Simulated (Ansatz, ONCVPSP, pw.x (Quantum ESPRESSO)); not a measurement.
## pw.x on bcc H: one setting changed

Potential: optimised norm-conserving Vanderbilt (ONCV), ONCVPSP 4.0.1.1 (patched build), PBE; core none, reference 1s0.5; waves: 1s: rc 0.95 bohr, ncon 3, nbas 6, qcut 7.3 1/bohr, 1 projector; p scattering state at 0.31 Ha: rc 1.00 bohr, ncon 3, nbas 8, qcut 7 1/bohr, 3 projectors, debl 0.7 Ha; local part: polynomial inside 0.85 bohr (lpopt 2, dvloc0 0 Ha); core correction: none.

The reference run (k-mesh 18³, cutoffs 65/260 Ry, Fermi–Dirac 0.01 Ry, mixing_beta 0.4, conv_thr 1e-9, no spin) gives -2.46 GPa at 3.033 Å³/atom, where all-electron LAPW gives -2.27 GPa. This run, with its own iteration cap, changes k-mesh shift to 1.

```
&control
  calculation='scf', prefix='x', pseudo_dir='./', outdir='./tmp', tstress=.true., disk_io='none'
/
&system
  ibrav=0, nat=1, ntyp=1, ecutwfc=65, ecutrho=260, nbnd=7,
  occupations='smearing', smearing='fd', degauss=0.01
/
&electrons
  conv_thr=1e-09, mixing_beta=0.4, electron_maxstep=50
/
ATOMIC_SPECIES
H 1.0 H.UPF
CELL_PARAMETERS angstrom
  -0.91187954 0.91187954 0.91187954
  0.91187954 -0.91187954 0.91187954
  0.91187954 0.91187954 -0.91187954
ATOMIC_POSITIONS crystal
H 0.0000 0.0000 0.0000
K_POINTS automatic
18 18 18 1 1 1
```

```bash
pw.x < H.scf.in > H.scf.out
```

Problem. How does the run end?

Solution. It converges in 4 iterations; the free energy moves by +5.6 meV/atom and the pressure by +0.32 GPa.

```
Message from routine setup:
     using ibrav=0 with symmetry is DISCOURAGED, use correct ibrav instead
     lattice parameter (alat)  =       2.9847  a.u.
     unit-cell volume          =      20.4677 (a.u.)^3
     number of electrons       =         1.00
     number of Kohn-Sham states=            7
     kinetic-energy cutoff     =      65.0000  Ry
     charge density cutoff     =     260.0000  Ry
     scf convergence threshold =      1.0E-09
     Exchange-correlation= PBE
     number of k points=   190  Fermi-Dirac smearing, width (Ry)=  0.0100
     iteration #  1     ecut=    65.00 Ry     beta= 0.40
     total energy              =      -1.07474353 Ry
     estimated scf accuracy    <       0.00145540 Ry
     iteration #  2     ecut=    65.00 Ry     beta= 0.40
     total energy              =      -1.07491108 Ry
     estimated scf accuracy    <       0.00055380 Ry
     iteration #  3     ecut=    65.00 Ry     beta= 0.40
     total energy              =      -1.07491956 Ry
     estimated scf accuracy    <          4.4E-09 Ry
     iteration #  4     ecut=    65.00 Ry     beta= 0.40
     the Fermi energy is     3.6737 ev
!    total energy              =      -1.07491957 Ry
     estimated scf accuracy    <          7.4E-10 Ry
     smearing contrib. (-TS)   =      -0.00060042 Ry
     The total energy is F=E-TS. E is the sum of the following terms:
     one-electron contribution =       0.62601919 Ry
     hartree contribution      =       0.01835286 Ry
     xc contribution           =      -0.66274065 Ry
     ewald contribution        =      -1.05595055 Ry
     convergence has been achieved in   4 iterations
          total   stress  (Ry/bohr**3)                   (kbar)     P=      -21.46
     Message from routine punch:
     Nothing written, as per user request (disk_io='none')
```

The run took about 2 s on one core of a shared host (Neoverse-N1, 64 threads, 124 GiB, load 51).
